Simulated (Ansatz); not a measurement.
Input, command and steps of an Ansatz relaxation.

```yaml
crystal:
  lattice:
    - [5.3598438608, 0.0, 5.3598438608]
    - [5.3598438608, 5.3598438608, 0.0]
    - [0.0, 5.3598438608, 5.3598438608]
  atoms:
    - { symbol: Co, position: [0.996832985, 0.0004210299, 0.5064174586], spin: 3.0 }
    - { symbol: Co, position: [0.9998286041, 0.5007096894, 0.4996887601], spin: 3.0 }
    - { symbol: Co, position: [0.4968530382, 0.9997458661, 0.4995898536], spin: 3.0 }
    - { symbol: Co, position: [0.4997371982, 0.4944630058, 0.5053064378], spin: 3.0 }
    - { symbol: Co, position: [0.003059929, 0.9993750017, 0.9977174387], spin: 3.0 }
    - { symbol: Co, position: [0.9983478213, 0.5023514367, 0.9983927364], spin: 3.0 }
    - { symbol: Co, position: [0.4981838014, 0.0013032023, 0.0004103178], spin: 3.0 }
    - { symbol: Co, position: [0.5007241354, 0.4977539644, 0.0042521751], spin: 3.0 }
    - { symbol: Si, position: [0.1236915202, 0.1221032948, 0.1285086078] }
    - { symbol: Si, position: [0.1244436398, 0.6241107976, 0.1289587085] }
    - { symbol: Si, position: [0.624655202, 0.1237405994, 0.1272593138] }
    - { symbol: Si, position: [0.6311501412, 0.6230078925, 0.1248136464] }
    - { symbol: Si, position: [0.1236941082, 0.1265703344, 0.622836261] }
    - { symbol: Si, position: [0.1246246457, 0.6235266839, 0.6282480038] }
    - { symbol: Si, position: [0.6264826876, 0.1254660629, 0.6232929439] }
    - { symbol: Si, position: [0.6240377274, 0.6261603846, 0.6202201882] }
    - { symbol: Si, position: [0.3787227715, 0.3731820045, 0.3735576988] }
    - { symbol: Si, position: [0.376191575, 0.8730796006, 0.379732417] }
    - { symbol: Si, position: [0.8673370264, 0.3791198198, 0.3771891183] }
    - { symbol: Si, position: [0.8724687487, 0.8762090436, 0.377978719] }
    - { symbol: Si, position: [0.3769064024, 0.3719160017, 0.8770176058] }
    - { symbol: Si, position: [0.3706031111, 0.8742174684, 0.8766938472] }
    - { symbol: Si, position: [0.8691486052, 0.8737086244, 0.8810737869] }
  symmetry: { detect: false }
basis:
  ecutwfc: 420
kpoints:
  mp_grid: { grid: [2, 2, 2], shift: [0.5, 0.5, 0.5] }
hamiltonian:
  xc: pbe
scf:
  occupations: { method: gaussian, width: 0.1 }
  lower_state_search: "off"
output:
  forces: true
  stress: true
  eigenvalues: true
  populations: true
magnetization:
  spin_polarized: true
relax:
  adjacent_minimum: "off"
  f_tol: 0.04
  max_steps: 50
  cell: { stress_tol: 0.3 }
```

```bash
ansatz run input.yaml --threads 4 --pin off --max-ram 9216MiB --backend cpu --events-out ev --progress --plain --runs-dir out
```

The calculation used DFT PBE, scalar-relativistic, plane waves, PAW in Ansatz.

Of 6 frames 6 are shown, positions in Å and forces in eV/Å; the SCF threshold varies from step to step. Steps run on the plane waves of an earlier cell, with a Pulay correction in the pressure. The basis is chosen afresh for the last frame, the zero of the energies, and can be on the way; energy and pressure step there, also at an unchanged geometry.

```xyz
23
Lattice="5.3598 0.0000 5.3598 5.3598 5.3598 0.0000 0.0000 5.3598 5.3598" Properties=species:S:1:pos:R:3:forces:R:3 pbc="T T T" step=1 free_energy_over_end_meV_per_atom=7.43 pressure_GPa=-0.92
Co    5.3451    2.7166    8.0572   -0.0480   -0.2770   -0.2830
Co    8.0427    5.3620    8.0372   -0.0490    0.1570    0.0740
Co    8.0215    8.0362    5.3408    0.2480    0.1460    0.4040
Co    5.3288    5.3586    5.3869    0.1120   -0.0170   -0.3910
Co    5.3729   10.7041    5.3640   -0.2700    0.4080   -0.1280
Co    8.0435    8.0438   10.7022   -0.2570   -0.1950    0.3700
Co    2.6772    0.0092    2.6724   -0.2290   -0.1670    0.0350
Co    5.3517    2.6907    2.7066    0.3070   -0.2250   -0.2050
Si    1.3174    1.3432    1.3518    0.1280    0.1610    0.2410
Si    4.0121    4.0363    1.3582    0.0710   -0.1990   -0.1370
Si    4.0113    1.3453    4.0301   -0.0360   -0.0230    0.0790
Si    6.7221    4.0082    4.0518   -0.3080    0.5070   -0.2660
Si    1.3414    4.0167    4.0013    0.1250   -0.0060    0.2460
Si    4.0100    6.7093    4.0353    0.3740   -0.0660   -0.0620
Si    4.0303    4.0132    6.6986   -0.2200    0.2320    0.2050
Si    6.7009    6.6804    6.6690   -0.0220    0.3530    0.2170
Si    4.0301    4.0024    4.0321   -0.2000    0.2130   -0.0240
Si    6.6959    6.7149    4.0516   -0.3770   -0.3570   -0.5130
Si    6.6808    4.0537    6.6705    0.0040   -0.3390    0.3310
Si    9.3726    6.7223    6.7022    0.0450   -0.0990   -0.0670
Si    4.0136    6.6941    6.7208   -0.0060    0.0260   -0.1050
Si    6.6720    9.3846    6.6853    0.2730   -0.1680    0.1320
Si    9.3414    9.4054    9.3809    0.3350   -0.0650   -0.1540
23
Lattice="5.3460 -0.0279 5.3413 5.3404 5.3381 -0.0222 -0.0226 5.3384 5.3359" Properties=species:S:1:pos:R:3:forces:R:3 pbc="T T T" step=2 free_energy_over_end_meV_per_atom=2.82 pressure_GPa=-0.40
Co    5.3188    2.6709    8.0183    0.0050   -0.1920   -0.1260
Co    8.0056    5.3171    7.9991   -0.0470    0.0760    0.0850
Co    7.9906    7.9898    5.3077    0.1310    0.1180    0.2310
Co    5.3075    5.3214    5.3511    0.0780    0.0220   -0.2800
Co    5.3289   10.6742    5.3166   -0.1570    0.2330   -0.1180
Co    7.9810    7.9760   10.6438   -0.1680   -0.1780    0.2220
Co    2.6688   -0.0082    2.6660   -0.1600   -0.0820    0.0370
Co    5.3387    2.6620    2.6806    0.1890   -0.1630   -0.1560
Si    1.3195    1.3380    1.3593    0.1080    0.1310    0.1070
Si    3.9974    4.0092    1.3320    0.0290   -0.0980   -0.0870
Si    3.9968    1.3269    4.0157    0.0100   -0.0140    0.0720
Si    6.6884    3.9952    4.0150   -0.1510    0.3120   -0.1190
Si    1.3296    3.9955    3.9980    0.0890    0.0450    0.1580
Si    4.0013    6.6787    4.0058    0.1900   -0.0160   -0.0230
Si    4.0034    3.9933    6.6808   -0.1260    0.1280    0.1280
Si    6.6689    6.6496    6.6397    0.0070    0.2250    0.1820
Si    3.9992    3.9804    4.0012   -0.1500    0.1170   -0.0280
Si    6.6528    6.6670    3.9968   -0.2040   -0.2190   -0.2910
Si    6.6489    4.0000    6.6480    0.0160   -0.2190    0.1660
Si    9.3329    6.6626    6.6538    0.0010   -0.0810   -0.0740
Si    3.9757    6.6536    6.6735   -0.0300    0.0290   -0.0810
Si    6.6346    9.3337    6.6372    0.1620   -0.1290    0.0830
Si    9.3012    9.3343    9.3171    0.1770   -0.0440   -0.0880
23
Lattice="5.2911 -0.0770 5.3047 5.2863 5.3006 -0.0722 -0.0917 5.3201 5.3194" Properties=species:S:1:pos:R:3:forces:R:3 pbc="T T T" step=3 free_energy_over_end_meV_per_atom=0.73 pressure_GPa=0.08
Co    5.2274    2.6057    7.9738    0.1070   -0.1410    0.0540
Co    7.8868    5.2348    7.9248   -0.0370   -0.0240   -0.0160
Co    7.8968    7.9365    5.2501   -0.0400   -0.0070    0.0360
Co    5.2248    5.2737    5.2977    0.1120    0.0990   -0.2000
Co    5.2125   10.6299    5.2465   -0.1540    0.0360   -0.0940
Co    7.7770    7.8443   10.5292    0.0480    0.0120    0.2230
Co    2.6426   -0.0268    2.6622   -0.1390    0.0430    0.1030
Co    5.2883    2.6146    2.6274    0.0640   -0.1080   -0.1470
Si    1.3047    1.3396    1.3763    0.0320    0.0390   -0.0310
Si    3.9419    3.9718    1.2808    0.0000   -0.1180   -0.0930
Si    3.9608    1.3140    4.0080    0.0340   -0.0650   -0.0340
Si    6.6023    3.9706    3.9624   -0.0810    0.1080   -0.0990
Si    1.2859    3.9893    4.0030    0.0080    0.0260    0.0180
Si    3.9294    6.6446    3.9686    0.0530   -0.0080   -0.0690
Si    3.9310    3.9832    6.6757   -0.0990   -0.0520   -0.0200
Si    6.5722    6.6145    6.5966   -0.0370    0.0530    0.1150
Si    3.9260    3.9325    3.9397   -0.0670    0.1200    0.0530
Si    6.5566    6.6035    3.9260   -0.0710   -0.0560   -0.1010
Si    6.5466    3.8986    6.5740    0.0210   -0.0800    0.1320
Si    9.2073    6.5541    6.5547    0.0460    0.0490    0.0430
Si    3.8548    6.5924    6.5970   -0.0030    0.0950    0.0070
Si    6.5103    9.2517    6.5582    0.1210   -0.0070    0.1010
Si    9.1396    9.2139    9.2168    0.0830   -0.0130    0.0200
23
Lattice="5.3062 -0.0710 5.3148 5.3023 5.3072 -0.0670 -0.0727 5.3129 5.3166" Properties=species:S:1:pos:R:3:forces:R:3 pbc="T T T" step=4 free_energy_over_end_meV_per_atom=0.01 pressure_GPa=0.00
Co    5.2628    2.5976    7.9851   -0.0230   -0.0050   -0.0140
Co    7.9175    5.2388    7.9365   -0.0180    0.0190    0.0380
Co    7.9233    7.9369    5.2600    0.0440    0.0680    0.0350
Co    5.2584    5.2840    5.2951   -0.0320   -0.0220   -0.0090
Co    5.2342   10.6292    5.2456   -0.0050    0.0060   -0.0220
Co    7.8249    7.8553   10.5536    0.0190   -0.0120    0.0190
Co    2.6456   -0.0211    2.6715    0.0110   -0.0330   -0.0370
Co    5.3039    2.6184    2.6269    0.0120   -0.0160    0.0050
Si    1.3153    1.3362    1.3657    0.0170    0.0020    0.0060
Si    3.9579    3.9657    1.2773   -0.0170    0.0010   -0.0170
Si    3.9763    1.3130    4.0067   -0.0120   -0.0060    0.0040
Si    6.6186    3.9809    3.9611    0.0100    0.0100    0.0040
Si    1.3021    3.9876    4.0071    0.0040   -0.0160   -0.0090
Si    3.9556    6.6442    3.9629    0.0100   -0.0100   -0.0150
Si    3.9503    3.9763    6.6762   -0.0010   -0.0120   -0.0200
Si    6.6021    6.6188    6.6154    0.0170    0.0030   -0.0160
Si    3.9370    3.9459    3.9523   -0.0200    0.0040    0.0070
Si    6.5801    6.6057    3.9254   -0.0110   -0.0070   -0.0060
Si    6.5698    3.9021    6.5999    0.0230    0.0150    0.0030
Si    9.2428    6.5693    6.5746   -0.0180   -0.0170   -0.0060
Si    3.8824    6.5965    6.6020    0.0000    0.0110    0.0120
Si    6.5550    9.2596    6.5741   -0.0070   -0.0090    0.0170
Si    9.1895    9.2153    9.2258   -0.0060    0.0250    0.0210
23
Lattice="5.3102 -0.0700 5.3082 5.3131 5.3113 -0.0729 -0.0697 5.3081 5.3079" Properties=species:S:1:pos:R:3:forces:R:3 pbc="T T T" step=5 free_energy_over_end_meV_per_atom=-0.03 pressure_GPa=-0.02
Co    5.2706    2.5931    7.9681    0.0070   -0.0010   -0.0090
Co    7.9146    5.2534    7.9364    0.0100   -0.0090   -0.0090
Co    7.9358    7.9448    5.2458   -0.0070    0.0010    0.0020
Co    5.2728    5.2810    5.2792    0.0100   -0.0030   -0.0050
Co    5.2382   10.6275    5.2345    0.0000    0.0030    0.0080
Co    7.8497    7.8543   10.5424   -0.0180    0.0100    0.0000
Co    2.6524   -0.0295    2.6605    0.0110   -0.0070   -0.0130
Co    5.3087    2.6200    2.6256   -0.0050    0.0090   -0.0030
Si    1.3244    1.3344    1.3573   -0.0010    0.0010    0.0110
Si    3.9585    3.9756    1.2810    0.0090   -0.0270   -0.0120
Si    3.9753    1.3132    3.9986   -0.0110   -0.0050    0.0010
Si    6.6377    3.9800    3.9502   -0.0070   -0.0060    0.0060
Si    1.3009    3.9856    3.9992   -0.0050   -0.0040    0.0030
Si    3.9729    6.6459    3.9504   -0.0080   -0.0040    0.0030
Si    3.9635    3.9708    6.6546   -0.0190    0.0020    0.0350
Si    6.6130    6.6248    6.5957   -0.0020   -0.0030    0.0150
Si    3.9368    3.9495    3.9468    0.0000   -0.0030   -0.0050
Si    6.5945    6.6026    3.9090    0.0120    0.0130   -0.0070
Si    6.5829    3.9041    6.5919    0.0090    0.0070    0.0040
Si    9.2476    6.5707    6.5639    0.0040    0.0090   -0.0040
Si    3.8956    6.5894    6.5937    0.0010    0.0200   -0.0100
Si    6.5600    9.2572    6.5629    0.0070    0.0030   -0.0040
Si    9.2064    9.2143    9.2077    0.0040   -0.0030   -0.0060
23
Lattice="5.3102 -0.0700 5.3082 5.3131 5.3113 -0.0729 -0.0697 5.3081 5.3079" Properties=species:S:1:pos:R:3:forces:R:3 pbc="T T T" step=6 free_energy_over_end_meV_per_atom=0.00 pressure_GPa=-0.03
Co    5.2706    2.5931    7.9681    0.0070   -0.0010   -0.0090
Co    7.9146    5.2534    7.9364    0.0100   -0.0090   -0.0090
Co    7.9358    7.9448    5.2458   -0.0070    0.0010    0.0020
Co    5.2728    5.2810    5.2792    0.0100   -0.0030   -0.0050
Co    5.2382   10.6275    5.2345    0.0000    0.0030    0.0080
Co    7.8497    7.8543   10.5424   -0.0180    0.0100    0.0000
Co    2.6524   -0.0295    2.6605    0.0110   -0.0070   -0.0130
Co    5.3087    2.6200    2.6256   -0.0050    0.0090   -0.0030
Si    1.3244    1.3344    1.3573   -0.0010    0.0010    0.0110
Si    3.9585    3.9756    1.2810    0.0090   -0.0270   -0.0120
Si    3.9753    1.3132    3.9986   -0.0110   -0.0050    0.0010
Si    6.6377    3.9800    3.9502   -0.0070   -0.0060    0.0060
Si    1.3009    3.9856    3.9992   -0.0050   -0.0040    0.0030
Si    3.9729    6.6459    3.9504   -0.0080   -0.0040    0.0030
Si    3.9635    3.9708    6.6546   -0.0190    0.0020    0.0350
Si    6.6130    6.6248    6.5957   -0.0020   -0.0030    0.0150
Si    3.9368    3.9495    3.9468    0.0000   -0.0030   -0.0050
Si    6.5945    6.6026    3.9090    0.0120    0.0130   -0.0070
Si    6.5829    3.9041    6.5919    0.0090    0.0070    0.0040
Si    9.2476    6.5707    6.5639    0.0040    0.0090   -0.0040
Si    3.8956    6.5894    6.5937    0.0010    0.0200   -0.0100
Si    6.5600    9.2572    6.5629    0.0070    0.0020   -0.0040
Si    9.2064    9.2143    9.2077    0.0040   -0.0030   -0.0060
```

The run took 110 s on 4 threads of Intel(R) Xeon(R) Platinum 8375C CPU @ 2.90GHz (Ice Lake), on a shared host, peak memory 1.3 GiB.

The k mesh is coarse.